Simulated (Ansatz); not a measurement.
The cell comes from COD entry 1010278, which wasn't checked; take it as a given geometry. It is an old determination, and later ones may differ. The listed cell was then made from it by scaling, straining or moving an atom.

An input for La2O3: DFT, PBE, all-electron LAPW, scalar-relativistic (Ansatz 0.2.0).

Command: `ansatz run input.yaml --threads 2 --pin off --max-ram 6144MiB --backend cpu --events-out ev --progress --plain --runs-dir out` The run took 100 s on 2 threads of Arm Neoverse V1, on a shared host, peak memory 0.57 GiB.

```yaml
crystal:
  lattice:
    - [3.8121000685, 0.0, 0.0]
    - [-1.9060500342, 3.3013755011, 0.0]
    - [0.0, 0.0, 6.12]
  atoms:
    - { symbol: La, position: [0.3333333333, 0.6666666667, 0.25] }
    - { symbol: La, position: [0.6666666667, 0.3333333333, 0.75] }
    - { symbol: O, position: [0.25, 0.25, 0.0] }
    - { symbol: O, position: [0.75, 0.0, 0.0] }
    - { symbol: O, position: [0.0, 0.75, 0.0] }
kpoints:
  mp_grid: { grid: [6, 6, 4] }
  band_path:
    path:
      - [0.0, 0.0, 0.0]
      - [0.5, 0.0, 0.0]
      - [0.3333333333, 0.3333333333, 0.0]
      - [0.0, 0.0, 0.0]
      - [0.0, 0.0, 0.5]
      - [0.5, 0.0, 0.5]
      - [0.3333333333, 0.3333333333, 0.5]
      - [0.0, 0.0, 0.5]
      - [0.5, 0.0, 0.5]
    npoints: 5
scf:
  occupations: { method: fermi_dirac, width: 0.02 }
hamiltonian:
  xc: pbe
  pseudopotentials: { kind: all_electron, lapw: { basis_error: 0.001 } }
output:
  forces: true
  stress: true
  eigenvalues: true
```

The results part of the log:

```
SCF 1 converged in 14 iterations: F = -468354.421472 eV  dr2 = 2.70e-8
NSCF: frozen V_eff on 41 k-points
SCF converged after 14 iterations
Free energy (F): -468354.421472 eV
Harris-Foulkes:  -468354.421472 eV  (|F-HF|=1.99e-8)
Internal energy: -468354.414609 eV  (E = F + TS)
E sigma→0 (E₀):  -468354.418041 eV
Entropy (-TS):   -0.006862 eV (-1.372 meV/atom)
Fermi energy:    16.676508 eV
--- Per-component energies (eV) ---
  E_band       = -7445.820584
  E_kinetic    = 499861.822135
  E_xc         = -11812.173491
  E_electrostatic = -956404.063253  (all electrons and nuclei)
  E_smearing   = -0.006862  (= −TS)
  E_closure    = 0.000000  (closes the sum)
  E_atoms      = -468329.423351  (free atoms, spherical and without spin; not in F)
  Σ components = -468354.421472   (vs F -468354.421472, Δ=0.00e0)
  Basis errors (estimates in eV, not in F): energy 5.6e-4 per atom: plane waves 5.2e-4 (3.1e-4 summed), levels above the bands 1.7e-70, relativity 9.4e-8, radial functions 3.8e-5, core shells 3.4e-7; eigenvalues (radial functions only) 3.1e-6; not estimated: angular momenta, meshes, grids; target (lapw.basis_error) 1.0e-3; muffin-tin radii O 0.825 Å, La 1.047 Å
--- Forces (eV/Å), atoms counted from 1 ---
  atom   1  La     0.00000000     0.00000000     3.34527704
  atom   2  La     0.00000000    -0.00000000    -3.34527704
  atom   3  O      4.36666865     7.56329197     0.00000000
  atom   4  O     -8.73333731     0.00000000    -0.00000000
  atom   5  O      4.36666865    -7.56329197    -0.00000000
  max |Σ_I F_I| component: 1.04e-17 eV/Å
--- Stress (GPa, compression-positive) ---
       67.696768       0.000000       0.000000
       -0.000000      67.696768       0.000000
        0.000000       0.000000      30.013383
  P = ⅓ Tr σ = 55.1356 GPa (551.356 kbar)
--- Band table (eV; the first three rows and the last of 24) ---
  k-point 0: bands = ["-490.5898", "-490.5898", "-490.5898", "-241.3702", "-241.3702", "-175.0018", "-175.0018", "-175.0018", "-175.0018", "-174.9275", "-174.9275", "-79.0552", "-79.0552", "-79.0552", "-79.0552", "-78.9929", "-78.9929", "-78.9929", "-78.9929", "-78.9794", "-78.9794", "-15.8672", "-15.3571", "-7.7794", "-2.5662", "-2.5662", "0.5540", "0.5853", "0.5853", "0.7428", "2.3220", "2.3220", "8.6443", "9.1151", "9.1151", "9.2927", "12.0424", "12.0424", "14.3044", "15.4144", "17.3671", "17.8375", "17.8375", "18.5149", "18.5149", "19.0701", "19.1440", "19.1717", "19.1717", "19.5417"]
  k-point 1: bands = ["-490.5898", "-490.5898", "-490.5898", "-241.3702", "-241.3702", "-175.0018", "-175.0018", "-175.0018", "-175.0018", "-174.9275", "-174.9275", "-79.0551", "-79.0551", "-79.0551", "-79.0551", "-78.9929", "-78.9929", "-78.9929", "-78.9929", "-78.9794", "-78.9794", "-15.8298", "-15.4026", "-7.7445", "-2.5694", "-2.5609", "0.1219", "0.5555", "0.6302", "1.1243", "2.2558", "2.3516", "8.8333", "9.1138", "9.1442", "9.2832", "12.0214", "12.1216", "13.9777", "15.8010", "16.6447", "17.8454", "17.8545", "18.5173", "18.7548", "19.0213", "19.0543", "19.1614", "19.3396", "19.7259"]
  k-point 2: bands = ["-490.5898", "-490.5898", "-490.5898", "-241.3702", "-241.3702", "-175.0018", "-175.0018", "-175.0018", "-175.0018", "-174.9275", "-174.9275", "-79.0551", "-79.0551", "-79.0551", "-79.0551", "-78.9929", "-78.9929", "-78.9929", "-78.9929", "-78.9794", "-78.9794", "-15.7824", "-15.4579", "-7.7091", "-2.5642", "-2.5642", "-0.1045", "0.5988", "0.5988", "1.2995", "2.2871", "2.2871", "9.1427", "9.1427", "9.1479", "9.1567", "12.1004", "12.1004", "13.7705", "15.7759", "16.4400", "17.8636", "17.8636", "18.7881", "18.7881", "18.9685", "18.9685", "19.0140", "19.3064", "19.8499"]
  k-point 23: bands = ["-490.5898", "-490.5898", "-490.5898", "-241.3702", "-241.3702", "-175.0018", "-175.0018", "-175.0018", "-175.0018", "-174.9275", "-174.9275", "-79.0551", "-79.0551", "-79.0551", "-79.0551", "-78.9929", "-78.9929", "-78.9929", "-78.9929", "-78.9794", "-78.9794", "-15.3977", "-15.3977", "-7.6768", "-3.9351", "-3.9351", "-0.1585", "0.4115", "0.4115", "1.2118", "2.8332", "2.8332", "8.4279", "9.7062", "9.8102", "9.8102", "13.1346", "13.1346", "15.1911", "15.8562", "15.8562", "16.8418", "17.9321", "17.9321", "19.2170", "19.2273", "19.2273", "19.5415", "19.8099", "19.8099"]
```
